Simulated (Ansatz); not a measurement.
Clamped-ion strain scan in Ni₃Ge

These are results of Ansatz 0.2.0, DFT PBEsol, scalar-relativistic, plane waves, PAW, not measurements. Cutoff 420 eV, Γ-centred 14×14×14 k-points, Gaussian smearing of 0.15 eV. No spin polarisation. A magnetic state may lie lower. Energies are free energies at this smearing, counted from the undisturbed cell; pressure is positive in compression.

Zero of the scan (relaxed at this level; it needn't be the usual structure):

```yaml
crystal:
  lattice:
    - [3.52491, 0.00000, 0.00000]
    - [0.00000, 3.52491, 0.00000]
    - [0.00000, 0.00000, 3.52491]
  atoms:
    - { symbol: Ni, position: [0.50000, 0.00000, 0.50000] }
    - { symbol: Ni, position: [0.00000, 0.50000, 0.50000] }
    - { symbol: Ni, position: [0.50000, 0.50000, 0.00000] }
    - { symbol: Ge, position: [0.00000, 0.00000, 0.00000] }
```

The cell is strained by ε times the Voigt pattern (1, 0, 0, 0, 0, 0) (xx, yy, zz, yz, xz, xy; engineering shear) with fractional coordinates fixed. The cell is metallic on the mesh throughout.

| ε | ΔE (meV/atom) | stress summed along the pattern (GPa, tension positive) | pressure (GPa) |
| --- | --- | --- | --- |
| -0.0400 | 18.8 | -14.17 | 10.0 |
| -0.0300 | 10.4 | -10.37 | 7.3 |
| -0.0200 | 4.5 | -6.74 | 4.7 |
| -0.0100 | 1.1 | -3.30 | 2.3 |
| 0.0000 | 0.0 | -0.03 | 0.0 |
| 0.0100 | 1.1 | 3.08 | -2.1 |
| 0.0200 | 4.2 | 6.02 | -4.1 |
| 0.0300 | 9.3 | 8.81 | -5.9 |
| 0.0350 | 12.5 | 10.14 | -6.8 |
| 0.0400 | 16.2 | 11.44 | -7.6 |